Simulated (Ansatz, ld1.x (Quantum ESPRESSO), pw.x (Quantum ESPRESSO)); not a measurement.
tungsten: one change to the ultrasoft potential, in the atom and in the sc crystal

* Element: W
* Generator: ld1.x (Quantum ESPRESSO) 7.5
* Type: ultrasoft
* Functional: PBE
* Relativity: scalar-relativistic
* Frozen core: [Xe] 4f14
* Valence charge: 6
* Reference configuration: 5d4 6s2 6p0
* Partial waves: 6s (bound): rcut 2.35, rcutus 2.60 bohr; 6s channel at 0.75 Ry: rcut 2.35, rcutus 2.60 bohr; 6p (bound, empty): rcut 2.80, rcutus 3.25 bohr; 6p channel at 0.9 Ry: rcut 2.80, rcutus 3.25 bohr; 5d (bound): rcut 1.85, rcutus 2.20 bohr; 5d channel at 3.45 Ry: rcut 1.85, rcutus 2.20 bohr
* Local potential: all-electron potential smoothed inside 2.50 bohr (lloc = -1)
* Core correction: Bessel-smoothed model core inside 1.15 bohr
* Augmentation charge: PSQ, inside the norm-conserving radii

Change: all radii but the core radius scaled by about 1.19 (s 3.10, p 3.88, d 2.62 bohr, rcut 2.80/3.34/2.22); local potential all-electron potential smoothed inside 2.98 bohr (lloc = -1).

Cutoffs, loose and tight: the cutoffs (Ry, on a coarse ladder) from which the occupation-weighted sum of valence levels, in a spherical-Bessel basis at the reference potential, stays within 10 and 1 mRy of its value at 400 Ry. They do not see the model core or the augmentation charge, which bear on the density cutoff. Test errors are all-electron minus pseudo excitation energies from the reference, over the configurations 5d4 6s1 6p0; 5d4 6s0 6p0; 5d3 6s0 6p0; 5d4.5 6s1.5 6p0; 5d2 6s0 6p0; 5d3 6s2 6p1; 5d4 6s0 6p1; variants that change the core or the reference have their own tests.

Crystal test: sc W in pw.x 7.5, no spin, 12³ k-points, Fermi–Dirac smearing 0.01 Ry, cutoffs set for each file from its atomic test. The reference is all-electron LAPW (Ansatz 0.2.0) with the same functional, mesh and smearing; V0 and B0 come from Birch–Murnaghan fits to the pressures at five volumes. Errors are pseudo minus all-electron; Δ is the rms difference of the E(V) curves that follow from these fits, minima aligned, over ±6 % about the mean V0. Mesh and smearing are coarse, so the numbers serve the comparison and aren't converged zero-temperature values; the lattice is a test structure that the element need not adopt.

All-electron: a0 = 2.638 Å (V0 = 18.36 Å³/atom), B0 = 216.4 GPa.

Problem. Does the change bring the crystal closer to the all-electron result?

Solution. The mean pressure error goes from +5.61 to +10.09 GPa, so the change moves the solid further from the all-electron pressures. The B0 error goes the other way, from +5.0 to -4.5 %.

```csv
quantity,base,changed
outcome (atom),generated,generated
"cutoff, loose (atom)",18 Ry,15 Ry
"cutoff, tight (atom)",30 Ry,21 Ry
bound ghosts (atom),none,none
largest test error (meV) (atom),-1536,-573
cutoffs in pw.x (Ry),40/320,40/320
a0 (Å),2.659,2.679
a0 error (%),+0.81,+1.54
B0 error (%),+5.0,-4.5
Δ (meV/atom),22.3,39.6
mean pressure error (GPa),+5.61,+10.09
```

Base: The largest radius (3.25 bohr) exceeds half the bond length (2.50 bohr), so the spheres overlap, which is one possible source of error among others. This is a poor potential for the solid. Changed file: The largest radius (3.88 bohr) exceeds half the bond length (2.50 bohr), so the spheres overlap, which is one possible source of error among others. This is a poor potential for the solid. The atomic cutoffs weigh occupied waves only.
